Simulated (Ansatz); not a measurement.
Ansatz input

```yaml
crystal:
  lattice:
    - [0.0, 2.2639383882, 2.2639383882]
    - [2.2639383882, 0.0, 2.2639383882]
    - [2.2639383882, 2.2639383882, 0.0]
  atoms:
    - { symbol: Zr, position: [0.0, 0.0, 0.0] }
hamiltonian:
  xc: hse06
  pseudopotentials:
    kind: paw
    azcp:
      Zr: "pseudopotentials/Zr.paw.azcp"
basis:
  ecutwfc: 420
  fft_grid_basis: typed
kpoints:
  mp_grid: { grid: [6, 6, 6], shift: [0, 0, 0] }
magnetization:
  spin_polarized: false
scf:
  occupations: { method: fermi_dirac, width: 0.1 }
output:
  write_density: true
  write_potential: true
  elf: true
  volumetric_format: npy
```

Output

```
Engine: ansatz 0.2.0, x86_64-unknown-linux-gnu
Pseudopotentials: kind: paw
Pseudopotential: Zr, paw, valence charge 12, recommended cutoff 420 eV (normal) 
Functional definition: HSE06
  parameter a = 0.25
  parameter omega = 0.11/bohr
  exchange = pbe_x - a*pbe_x_sr(omega) + a*exact_x_sr(omega)
  correlation = pbe_c
Crystal: 1 atoms, lattice volume = 23.207 Å³
Basis set: ecut = 420 eV, 459 PW (Γ)
Bands: 10, of which v1, the nominal top of the filled ones, is band 6 counted from 1 (5 counted from 0)
Symmetry: 48 space group operations
Space group: Fm-3m (ITA 225), of the structure as read, at distance tolerance 2.9e-5 Å
k-points: 16 of 216
Non-local potential: Zr, projectors of the file, l = 0: 3, l = 1: 2, l = 2: 2, l = 3: 2
PAW form: soft (Blöchl's): semilocal exchange-correlation on the pseudo side does not see the compensation charge
PAW frozen core: Zr, regenerated for the run's functional, and the local potential with it (the file was generated under x = pbe(κ = 0.804, μ = 0.2195149727645171), c = pbe(β = 0.06672455060314922))
PAW one-centre angular grid: Zr, 590 points (default); XC on 64 Gauss nodes
Initial density: superposition of atomic densities (neutral atoms: chi_scale 0, normalization atom), corrected by the library's trained network
Initial wavefunctions: pseudopotential atomic-orbital guess
Functional: x = pbe(κ = 0.804, μ = 0.2195149727645171), c = pbe(β = 0.06672455060314922), warm-up for x = pbe(κ = 0.804, μ = 0.2195149727645171) + 0.25 (exact − pbe) at short range (hse, ω = 0.20786987370883472 Å⁻¹), c = pbe(β = 0.06672455060314922); HSE06 as pw.x's `hse` composes it (authors' and Libxc's form: `xc: wpbeh`)
SCF iter   1: F=—  HF=-4183.816658 eV  |F-HF|=—  |Δ(HF+E_count)|=         —  Δρ=4.13e-3  dr2=2.95e-3  ethr=1.77e-3  ⟨swp⟩=5.2  Hψ=597  notcnv=0
SCF iter   2: F=—  HF=-4183.816905 eV  |F-HF|=—  |Δ(HF+E_count)|=   2.47e-4  Δρ=2.59e-3  dr2=1.29e-3  ethr=2.46e-5  ⟨swp⟩=3.0  Hψ=306  notcnv=0
iter 3 solved again at ethr=7.97e-8 eV; its pass at ethr=1.08e-5 eV (dr2=9.57e-6 eV) is discarded
SCF iter   3: F=—  HF=-4183.816799 eV  |F-HF|=—  |Δ(HF+E_count)|=   1.06e-4  Δρ=2.34e-4  dr2=8.57e-6  ethr=7.97e-8  ⟨swp⟩=3.2  Hψ=602  notcnv=0
eigensolver tolerance schedule: the retry pair's looser diagonalisation over-reported the residual by 0.12 of it (diagonalisation noise at 0.12 of the residual, at the tolerance the schedule requests for it); recorded, not acted on — ethr = c·dr2/N_el stays at c = 1.0e-1
SCF iter   4: F=—  HF=-4183.816798 eV  |F-HF|=—  |Δ(HF+E_count)|=   9.13e-7  Δρ=8.05e-5  dr2=9.57e-7  ethr=7.14e-8  ⟨swp⟩=3.0  Hψ=347  notcnv=0
SCF iter   5: F=—  HF=-4183.816798 eV  |F-HF|=—  |Δ(HF+E_count)|=   1.12e-7  Δρ=8.45e-6  dr2=1.69e-8  ethr=7.98e-9  ⟨swp⟩=3.0  Hψ=330  notcnv=0
SCF iter   6: F=-4183.816798 eV  HF=-4183.816798 eV  |F-HF|=2.18e-11  |Δ(HF+E_count)|=  2.75e-10  Δρ=1.60e-6  dr2=2.49e-10  ethr=1.41e-10  ⟨swp⟩=3.1  Hψ=363  notcnv=0
SCF 1 converged in 6 iterations: F = -4183.816798 eV  dr2 = 2.49e-10
Initial density: handed on by an earlier stage of this run
Initial wavefunctions: those handed on with the density
Functional: x = pbe(κ = 0.804, μ = 0.2195149727645171) + 0.25 (exact − pbe) at short range (hse, ω = 0.20786987370883472 Å⁻¹), c = pbe(β = 0.06672455060314922); HSE06 as pw.x's `hse` composes it (authors' and Libxc's form: `xc: wpbeh`)
Exchange kernel: α = 0.2500, screened, ω = 0.2079 Å⁻¹, Wigner–Seitz truncation, v(0) = 1042.5767 eV·Å³, q-mesh 6×6×6, nearest image of the exchange supercell L = 19.21 Å, pair-density grid 12×12×12, without the augmentation charges, whose exchange is taken in its separable form by FFT convolution over the k-point mesh (sized by the pseudopotential files, 18×18×18 at the most), smooth part of the exact exchange by density-matrix convolution
Frozen-core exchange: fock
iter 1 solved again at ethr=1.55e-4 eV; its pass at ethr=1.00e-1 eV (dr2=1.86e-2 eV) is discarded
SCF iter   1: F=—  HF=-4185.949221 eV  |F-HF|=—  |Δ(HF+E_count)|=         —  Δρ=8.12e-3  dr2=2.36e-2  ethr=1.55e-4  ⟨swp⟩=3.8  Hψ=691  notcnv=0
SCF iter   2: F=—  HF=-4185.939597 eV  |F-HF|=—  |Δ(HF+E_count)|=   9.62e-3  Δρ=2.41e-3  dr2=3.56e-3  ethr=1.55e-4  ⟨swp⟩=2.9  Hψ=352  notcnv=0
SCF iter   3: F=—  HF=-4185.950391 eV  |F-HF|=—  |Δ(HF+E_count)|=   1.08e-2  Δρ=2.30e-3  dr2=1.11e-3  ethr=9.21e-6  ⟨swp⟩=3.1  Hψ=345  notcnv=0
SCF iter   4: F=—  HF=-4185.950114 eV  |F-HF|=—  |Δ(HF+E_count)|=   2.76e-4  Δρ=7.36e-4  dr2=1.93e-4  ethr=7.13e-6  ⟨swp⟩=2.9  Hψ=288  notcnv=0
SCF iter   5: F=—  HF=-4185.950686 eV  |F-HF|=—  |Δ(HF+E_count)|=   5.71e-4  Δρ=3.94e-4  dr2=3.18e-5  ethr=4.56e-7  ⟨swp⟩=3.1  Hψ=346  notcnv=0
SCF iter   6: F=-4185.950723 eV  HF=-4185.950724 eV  |F-HF|=7.75e-7  |Δ(HF+E_count)|=   3.81e-5  Δρ=1.22e-4  dr2=2.94e-6  ethr=1.67e-7  ⟨swp⟩=2.3  Hψ=305  notcnv=0
SCF 2 stopped early in 6 iterations: F = -4185.950723 eV  dr2 = 2.94e-6
hybrid outer 1: dexx = +1.503e-2 eV, tail = 1.36e-5 eV
Exchange kernel: α = 0.2500, screened, ω = 0.2079 Å⁻¹, Wigner–Seitz truncation, v(0) = 1042.5767 eV·Å³, q-mesh 6×6×6, nearest image of the exchange supercell L = 19.21 Å, pair-density grid 12×12×12, without the augmentation charges, whose exchange is taken in its separable form by FFT convolution over the k-point mesh (sized by the pseudopotential files, 18×18×18 at the most), smooth part of the exact exchange by density-matrix convolution
Frozen-core exchange: fock
SCF iter   1: F=—  HF=-4185.950644 eV  |F-HF|=—  |Δ(HF+E_count)|=         —  Δρ=5.99e-5  dr2=3.88e-7  ethr=5.66e-7  ⟨swp⟩=3.8  Hψ=414  notcnv=0
SCF iter   2: F=-4185.950644 eV  HF=-4185.950644 eV  |F-HF|=2.45e-8  |Δ(HF+E_count)|=   1.01e-7  Δρ=3.20e-5  dr2=8.09e-8  ethr=3.03e-9  ⟨swp⟩=3.0  Hψ=303  notcnv=0
SCF 3 converged in 2 iterations: F = -4185.950644 eV  dr2 = 8.09e-8
hybrid outer 2: dexx = +2.284e-7 eV, tail = 1.95e-7 eV, Δε = 1.65e-3 eV (about 2.49e-4 eV left of the loop's levels)
hybrid SCF converged: 2 outer / 8 inner (+6 warm-up), last move |dexx| = 2.28e-7 eV, tail = 1.95e-7 eV
Stability not checked: this state was not tested for a lower state beside it, because the functional holds exact exchange (a hybrid, or Hartree-Fock), whose exchange loop this test does not read (fock_operator; see scf.lower_state_search)
Free energy (F): -4185.950644 eV
Frozen-core exchange: fock
Harris-Foulkes:  -4185.950644 eV  (|F-HF|=2.45e-8)
Internal energy: -4185.900062 eV  (E = F + TS)
E sigma→0 (E₀):  -4185.925353 eV
Entropy (-TS):   -0.050582 eV (-50.582 meV/atom)
Fermi energy:    13.914906 eV
--- Per-component energies (eV) ---
  E_band       = -118.323215
  E_kinetic    = 332.040468
  E_local      = -620.449637  (includes V_loc(G=0)·N_el)
  E_nonlocal   = 79.093204
  E_hartree    = 190.778918
  E_xc         = -129.592739
  E_vxc        = -151.774434  (∫ρ·V_xc dr)
  E_exx        = -30.862808  (= α·E_x^exact, valence–valence)
  E_paw        = -2956.690661  (= ΣΔE_a)
  E_vpaw       = -77.066952  (= ΣTr[D̂ρ^β])
  E_aug_tail   = 0.000024  (compensation charges beyond the density's cutoff)
  E_ewald      = -1049.822732
  E_core_change = -0.394099  (= ΣΔE_core)
  E_smearing   = -0.050582  (= −TS)
  E_closure    = 0.000000  (closes the sum)
  Σ components = -4185.950644   (vs F -4185.950644, Δ=0.00e0)
--- Band table (eV; the first three rows and the last of 16) ---
  k-point 0: bands = ["-38.4312", "-14.5017", "-14.5017", "-14.5017", "7.3733", "15.3790", "15.3790", "15.3790"]
  k-point 1: bands = ["-38.3916", "-14.7887", "-14.5347", "-14.5347", "8.3268", "14.4966", "15.7143", "15.7143"]
  k-point 2: bands = ["-38.3112", "-15.3328", "-14.5994", "-14.5994", "10.0863", "13.9336", "15.5436", "15.5436"]
  k-point 15: bands = ["-38.2185", "-15.3523", "-15.0317", "-14.8823", "11.4438", "12.3203", "14.8436", "17.7073"]
  guard bands above this table: 2 of the run's 10 bands. The solve was not asked for them (output.publish_guard_bands: true or output.eigenvalues: true publishes all)
```

Launched by

```sh
ansatz run input.yaml --threads 4 --pin off --max-ram 8192MiB --backend cpu --events-out ev --progress --plain --runs-dir out
```

On 4 threads of Intel(R) Xeon(R) Platinum 8488C (Sapphire Rapids) (shared host) this took about 3.6 s of wall time and 9.3 s of CPU time, with 0.74 GiB at the peak.
